### Cubic TiAl below and above the Fermi level

How far can a count of bands and electrons carry the density of states of a metal into an energy range where its values are still hidden? The case here is TiAl in the cubic CsCl structure, treated with a gradient-corrected density functional. The density of states tells how many electron states the cell offers per eV, here as a mean over bins about 0.67 eV wide. Energies are counted from the Fermi level, so states at negative energy are filled and those at positive energy are empty. The four rows marked ? are the ones to be predicted.

Cubic TiAl (2-atom cell, a = 3.179 Å) computed with Quantum ESPRESSO 7.5, using PBEsol and GBRV 1.5 ultrasoft pseudopotentials, without spin polarisation or spin–orbit coupling. The plane-wave cutoff is 612 eV, the density cutoff 4898 eV and the cold smearing 0.05 eV. The density of states is per cell, both spins together, from a 12×12×12 k-mesh.

```
energy from the Fermi level (eV)  density of states (states/eV)
                          -9.833                          0.000
                          -9.167                          0.060
                          -8.500                          0.190
                          -7.833                          0.270
                          -7.167                          0.350
                          -6.500                          0.470
                          -5.833                          0.690
                          -5.167                          0.690
                          -4.500                          0.450
                          -3.833                          0.490
                          -3.167                          0.830
                          -2.500                          1.290
                          -1.833                          1.480
                          -1.167                          1.200
                          -0.500                          0.940
                           0.167                          2.460
                           0.833                          3.700
                           1.500                          1.670
                           2.167                          0.190
                           2.833                          2.450
                           3.500                              ?
                           4.167                              ?
                           4.833                              ?
                           5.500                              ?
```

The known rows fall into groups. A low foot starts a little above −9.5 eV and carries a small hump near −5.5 eV. A broader hump follows around −1.8 eV, then the highest known peak at 0.833 eV and a deep valley at 2.167 eV. The Fermi level lies on the climb to the peak, so the crystal is a metal, and the valley is no gap between filled and empty states.

### The foot: nearly free electrons

The deepest valence states are largely of Al s and p character, as is usual in such aluminides. These orbitals are wide and overlap strongly, so their electrons behave almost as if the lattice were absent. Free electrons in a cell of volume V have the density of states

D(E) = g √(E − E₀), with g = V / (2π²) × (2m/ħ²)^(3/2),

where E₀ is the band bottom, m the electron mass and ħ the reduced Planck constant. The cell volume alone fixes g, at about 0.22 states per eV^(3/2).

Only E₀ is taken from the table: the number of states counted through the row at −8.5 eV places it at −9.26 eV. The next two rows, which played no part in this, exceed the law by 3 % and 11 %. The foot is therefore close to free-electron behaviour in its size as well as in its shape.

The first hump marks the place where the lattice makes itself felt. An electron wave whose half wavelength equals the cube edge a is reflected by the planes of atoms. Its band flattens there, and a flat band crowds many states into a small range of energy. A free electron with this wavelength has the energy

E₀ + (ħ²/2m)(π/a)² = −9.26 + 3.81 × (π/3.179)² ≈ −5.5 eV,

which is where the hump lies. The band energies of the same run confirm the place: for this wave they give two states, at −6.0 and −5.2 eV, one on either side of the estimate.

Free electrons do not explain the whole hump, however. For a wave that fits half a wavelength into the cube edge in two directions at once, the free-electron law gives −1.8 eV, but the lowest band lies at only −5.0 eV. The crystal thus squeezes the upper part of this band into a narrow range of energy, and that makes the hump.

### The upper groups: Ti 3d states and their partners

Higher up, the free-electron law fails, because titanium brings five 3d orbitals per atom. They are compact, overlap less and form flatter bands, so the density rises to about five times the free-electron value at the main peak. In aluminium metal, which has no d electrons, the same law stays a fair guide up to the Fermi level.

Standard bonding theory explains the sequence of groups. Ti 3d orbitals that mix with Al orbitals split into bonding combinations, which sink, and antibonding ones, which rise. Those that mix little stay between them and form the tall peak. The valley then separates this peak from the antibonding states. It lies far below the free-electron value, which shows that the d states do not simply add to a free-electron background: mixing also removes states from some energies. The table does not resolve orbitals, so this assignment is argued from chemistry.

The count fits the picture roughly. Up to the top of the valley bin the cell holds 11.6 states, close to the 12 of six full bands. TiAl has only seven valence electrons and stops well short of the valley. CoAl has the same structure and twelve electrons; if the order of the bands is kept, its Fermi level falls in the valley.

These counts are good to a few tenths of a state. Up to the Fermi level, with a flat density assumed inside its bin, the count gives 6.7 electrons where there should be seven. A similar shortage appears at the valley. The band energies of the run are listed for only 20 of its 35 k-points. Among these, the sixth band ends near 2.0 eV and the seventh starts near 2.7 eV; if the rest keep to this, the count there should be 12. The bin at the Fermi level would then not be the only cause, and the tabulated density would run a few per cent low.

### Prediction for the four hidden rows

The calculation contains nine bands above the Ti 3s and 3p states, and nine bands hold 18 states. The known rows use up 13.25 of them, which leaves room for 4.75. If the density of the last known row, 2.45 states/eV, went on through all four hidden bins, it would need 6.5 states. The density must therefore fall on average.

How it falls is a matter of judgement. The prediction takes the free-electron value and adds the excess of the last known row over that value, shrunk to two thirds with each further bin. At 3.5 eV the steps are

- excess of the last known row: 2.45 − 0.76 = 1.69
- shrunk once: 1.69 × 2/3 = 1.13
- added to the free-electron value: 0.78 + 1.13 = 1.91 states/eV.

The same steps give the other rows. The ranges are judged as well, and widest where the known peak might continue:

- 3.500 eV: 1.91 ± 1.2 states/eV
- 4.167 eV: 1.55 ± 0.9 states/eV
- 4.833 eV: 1.32 ± 0.7 states/eV
- 5.500 eV: 1.17 ± 0.7 states/eV

Two statements about the shape go with these numbers: the last row lies below the first, and no row is as low as the valley.

The withheld rows as computed:

```
energy from the Fermi level (eV)  density of states (states/eV)
                           3.500                          1.000
                           4.167                          0.550
                           4.833                          1.750
                           5.500                          1.210
```

### What the prediction got right and wrong

Three of the four values lie inside their ranges, but the predicted shape is wrong. Instead of a steady decline, the density drops to a second dip at 4.167 eV and then rises to a new peak at 4.833 eV. The dip is the clear miss: the prediction is too high there by 1.0 states/eV, more than its range allowed. The last row lies above the first, against the forecast, while the statement that no row is as low as the valley holds.

The hits deserve little credit. The value at 3.5 eV is inside only because its range was wide, since the prediction is nearly twice the computed density. The close agreement at 5.5 eV is luck, as the assumed decline that led to it did not occur. The free-electron value alone, with no excess added, would have missed by 0.44 states/eV on average, against 0.59 for the prediction.

The error lies in how the last known row was read. Its high density was taken as the start of a broad group that fades slowly, but it belongs to a narrow peak, and the density falls by more than half within one bin. The band count held a hint of this. The valley follows six full bands, and the last known row alone holds 1.6 states, most of the two that a seventh band can offer. If the next band starts higher up, a dip must follow. The count cannot say whether it does, because the slopes of the bands decide where the states lie: flat stretches give peaks, steep ones give dips.

The first hump could be placed because the free-electron energy is still a good guide where the lattice first reflects the waves. Above the valley no such simple guide exists, because Ti 3d and Al states are strongly mixed. The band energies listed for 20 of the 35 k-points suggest what happens instead. For most of these waves the seventh band stays between 2.7 and 3.2 eV, which makes the peak at 2.833 eV. For about half of them the eighth band lies between 4.2 and 5.1 eV and feeds the new peak at 4.833 eV. The dip falls between these two groups. A finer mesh may still change the heights.

The count does tell where the remaining states went. The four bins hold 3.0 states, fewer than the predicted 4.0, so by this count about 1.7 of the 18 lie above the window, perhaps somewhat too many, if the tabulated density runs low. The highest bands thus run on beyond 5.8 eV. Bands above the ninth were not calculated, and any that reach down into this range would add to the upper rows.

### Meaning for contacts and gates

Titanium–aluminium layers serve as contacts and gate metals in electronic devices. The states at the Fermi level show that the cubic compound is a metal, which such a layer has to be. Its resistance also depends on how fast the electrons move and how often they scatter, and its work function depends on the surface; a density of states settles neither. The stable compound of this composition is moreover tetragonal, so the positions of peaks and valley should not be carried over to it.

The printed output after this text lists the free-electron value, the running count and the miss for each row.

Numerical output:

```
Densities in states/eV and counts in states per cell:
     row  known value or forecast  forecast half-width  computed  forecast less computed  free-electron value  computed over free-electron  count to upper bin edge
  -9.833                        0                    0         0                       0                    0                            0                        0
  -9.167                     0.06                    0      0.06                       0              0.06653                       0.9018                     0.04
    -8.5                     0.19                    0      0.19                       0               0.1907                       0.9962                   0.1667
  -7.833                     0.27                    0      0.27                       0               0.2614                        1.033                   0.3467
  -7.167                     0.35                    0      0.35                       0               0.3166                        1.106                     0.58
    -6.5                     0.47                    0      0.47                       0               0.3636                        1.293                   0.8933
  -5.833                     0.69                    0      0.69                       0               0.4051                        1.703                    1.353
  -5.167                     0.69                    0      0.69                       0               0.4427                        1.558                    1.813
    -4.5                     0.45                    0      0.45                       0               0.4775                       0.9425                    2.113
  -3.833                     0.49                    0      0.49                       0               0.5098                       0.9611                     2.44
  -3.167                     0.83                    0      0.83                       0               0.5402                        1.536                    2.993
    -2.5                     1.29                    0      1.29                       0                0.569                        2.267                    3.853
  -1.833                     1.48                    0      1.48                       0               0.5964                        2.482                     4.84
  -1.167                      1.2                    0       1.2                       0               0.6226                        1.927                     5.64
    -0.5                     0.94                    0      0.94                       0               0.6477                        1.451                    6.267
   0.167                     2.46                    0      2.46                       0               0.6719                        3.661                    7.906
   0.833                      3.7                    0       3.7                       0               0.6953                        5.322                    10.37
     1.5                     1.67                    0      1.67                       0               0.7179                        2.326                    11.49
   2.167                     0.19                    0      0.19                       0               0.7398                       0.2568                    11.61
   2.833                     2.45                    0      2.45                       0               0.7611                        3.219                    13.25
     3.5                    1.907                  1.2         1                  0.9075               0.7818                        1.279                    13.91
   4.167                    1.552                  0.9      0.55                   1.002               0.8019                       0.6858                    14.28
   4.833                    1.322                  0.7      1.75                  -0.428               0.8216                         2.13                    15.45
     5.5                    1.174                  0.7      1.21                -0.03566               0.8408                        1.439                    16.25
Band bottom from the free-electron count (eV): -9.259
Electrons counted up to the Fermi level with a flat bin there: 6.676
Shortfall of that count from seven electrons: 0.3243
Shortfall from six full bands at the upper edge of the valley bin (states): 0.3869
Room left in the nine bands above the last known row (states): 4.754
States needed if the last known density went on through four bins: 6.533
States forecast in the four withheld bins: 3.971
States computed in the four withheld bins: 3.007
States of the nine bands left above the window: 1.747
Withheld rows inside their forecast range (of 4): 3
Mean absolute miss of the forecast (states/eV): 0.5934
Mean absolute miss of the free-electron value alone (states/eV): 0.4419
Mean absolute miss of an even share of the room (states/eV): 0.6551
```
